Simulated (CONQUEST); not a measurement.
# Te2Mo under changes of volume

One of the cells (64.121 Å³/atom); the others are scaled copies at fixed shape and fractional positions:

```xyz
6
Lattice="3.5602 0.0000 0.0000 0.0000 6.1665 0.0000 0.0000 0.0000 17.5241" Properties=species:S:1:pos:R:3 pbc="T T T"
Te    0.0000    4.1110   15.7341
Te    1.7801    1.0278   15.7341
Te    0.0000    4.1110    1.7900
Te    1.7801    1.0278    1.7900
Mo    0.0000    0.0000    0.0000
Mo    1.7801    3.0833    0.0000
```

- Program: CONQUEST 1.3
- Functional: PBEsol
- Potentials or basis: PseudoDojo NC PBEsol, DZP, grid of 36 × 60 × 180 points
- k mesh: 8 × 5 × 2
- Occupations: fermi-dirac, width 0.05 eV
- Spin: no spin polarisation

| volume (Å³/atom) | energy over the lowest point (meV/atom) | gap on the mesh (eV) | largest force (eV/Å) |
| --- | --- | --- | --- |
| 60.274 | 31.95 | 1.22 | 1.288 |
| 61.556 | 13.57 | 1.19 | 0.896 |
| 62.839 | ? | ? | ? |
| 64.121 | 0.00 | 1.12 | 0.240 |
| 65.404 | 3.65 | 1.08 | 0.071 |
| 66.686 | 12.90 | 1.05 | 0.351 |
| 67.968 | 27.53 | 1.02 | 0.594 |

Question: What does the run at 62.839 Å³/atom give?

Answer: Energy over the lowest point 3.16 meV/atom; gap on the mesh 1.15 eV; largest force 0.551 eV/Å.

Worked out: A Birch-Murnaghan fit of order 3 (a polynomial in V^(-2/3)) to the other rows has its minimum at 64.06 Å³/atom with B0 = V·E''(V) = 41 GPa and B' = 4.3 at fixed shape and positions, which overstates the stiffness. It gives 3.17 meV/atom at 62.839 Å³/atom, against the run's 3.16. A straight line through the other rows of the gap, of slope -1.7 eV per unit of ln V, gives 1.15 eV, against the run's 1.15.

Energies are extrapolated to zero smearing.

Caveats: spin-orbit coupling is left out, which moves the levels of the heavy elements; the basis of atomic orbitals isn't converged, which shifts pressures, moduli and gaps.

A mesh can miss the band edges.
